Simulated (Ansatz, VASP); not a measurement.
## One calculation of HfH6, two programs

```
Hf H
1.0
    -2.89572    2.89572    1.81074
     2.89572   -2.89572    1.81074
     2.89572    2.89572   -1.81074
Hf H
1 6
Direct
  0.00000 0.00000 0.00000
  0.00000 0.33649 0.33649
  0.00000 0.66351 0.66351
  0.33649 0.00000 0.33649
  0.66351 0.00000 0.66351
  0.50000 0.00000 0.50000
  0.00000 0.50000 0.50000
```

Alike in both runs: functional PBE; k mesh 6 × 6 × 6; occupations gaussian, width 0.1 eV; no spin polarisation.

Ansatz relaxed the structure, and its values are those at the end. VASP's run is a single point on that final structure, the one shown.

```csv
,VASP,Ansatz
version,VASP 6.6.1,Ansatz 0.2.0
potentials or method,"VASP PAW PBE potentials, release 64 (Hf_pv, H)","scalar-relativistic, plane waves, PAW"
plane-wave cutoff (eV),520,420
valence electrons in the cell,16,32
```

|  | VASP | Ansatz | Ansatz less VASP |
| --- | --- | --- | --- |
| gap on the k mesh at the Fermi level (eV) | none | none | - |
| pressure (GPa) | -0.3 | 0.1 | +0.37 |
| rms of the force components (eV/Å) | 0.006 | 0.001 | -0.0047 |

A gap of «none» marks a metal or a gap that the smearing closes. The two sets of potentials don't hold the same shells in valence.

Spin-orbit coupling is left out, which matters for the levels of Hf.
